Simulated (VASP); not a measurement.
A run of VASP 6.6.1 is set up as follows.

Contents of INCAR:

```
SYSTEM = Zr
  ALGO = Normal
  EDIFF = 1E-6
  EDIFFG = -0.01
  ENCUT = 600
  GGA = CA
  IBRION = 2
  ISIF = 3
  ISMEAR = 1
  LASPH = .TRUE.
  LCHARG = .FALSE.
  LREAL = .FALSE.
  LWAVE = .FALSE.
  NELM = 80
  NSW = 90
  PREC = Accurate
  SIGMA = 0.1
```

KPOINTS

```
k-points
0
G
  15 15 7
  0 0 0
```

POSCAR

```
Zr
1.0
    3.2320000000      0.0000000000      0.0000000000
   -1.6160000000      2.7989941050      0.0000000000
    0.0000000000      0.0000000000      5.1470000000
Zr
2
Direct
    0.3333333333      0.6666666667      0.2500000000
    0.6666666667      0.3333333333      0.7500000000
```

Potentials or basis: VASP PAW LDA potentials, release 64 (Zr_sv).

Launch:

```console
$ cat potpaw_LDA.64/Zr_sv/POTCAR > POTCAR
$ mpirun -np 1 vasp_std > vasp.out
```

Question: Predict the relaxed volume.

Answer: 21.82 Å³/atom.

Question: Estimate the space group after relaxing (to 0.05 Å).

Answer: P6_3/mmc (No. 194).

Question: What does it give for the band gap on the k mesh?

Answer: None (metal or under the smearing width).

Question: What does it give for the relaxed cell?

Answer: a = 3.149 Å, b = 3.149 Å, c = 5.081 Å, α = 90.00°, β = 90.00°, γ = 120.00°.

Final structure:
```
CELL_PARAMETERS angstrom
3.14908 0.00000 0.00000
-1.57454 2.72718 0.00000
0.00000 0.00000 5.08064
ATOMIC_POSITIONS crystal
Zr 0.33333 0.66667 0.25000
Zr 0.66667 0.33333 0.75000
```

LDA usually gives volumes a few per cent too small. Zero-point motion and thermal expansion aren't in these numbers.
